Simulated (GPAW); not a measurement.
Sn:

```
CELL_PARAMETERS angstrom
0.00000 3.23334 3.23334
3.23334 0.00000 3.23334
3.23334 3.23334 0.00000
ATOMIC_POSITIONS crystal
Sn 0.75000 0.75000 0.75000
Sn 0.50000 0.50000 0.50000
```

This isn't the form of Sn at room conditions, which is tetragonal (white tin).

* Program: GPAW 26.7.0
* Task: relaxation of cell and atoms
* Functional: PBEsol
* Potentials or basis: PAW data sets generated in the run's folder for this functional
* Cutoff: 600 eV
* Basis: pw
* k mesh: 7 × 7 × 7
* Occupations: fermi-dirac, width 0.05 eV
* Spin: no spin polarisation

At the start: pressure 1.3 GPa; volume 33.80 Å³/atom.

Problem. Where does the relaxation end?

Solution. Over 3 steps the energy falls by 3.7 meV/atom and the volume is 34.74 Å³/atom (+2.8 %); space group Fd-3m (No. 227, to 0.05 Å).

Step by step:
| step | energy change (eV) | largest force (eV/Å) | pressure (GPa) | volume (Å³) |
| --- | --- | --- | --- | --- |
| 1 | 0.0000 | 0.0000 | 1.27 | 67.61 |
| 2 | -0.0028 | 0.0000 | 1.00 | 68.00 |
| 3 | -0.0074 | 0.0000 | 0.04 | 69.47 |

Final structure:
```
CELL_PARAMETERS angstrom
0.00000 3.26283 3.26283
3.26283 0.00000 3.26283
3.26283 3.26283 0.00000
ATOMIC_POSITIONS crystal
Sn 0.75000 0.75000 0.75000
Sn 0.50000 0.50000 0.50000
```

Caveat: later steps reuse the first step's grids.
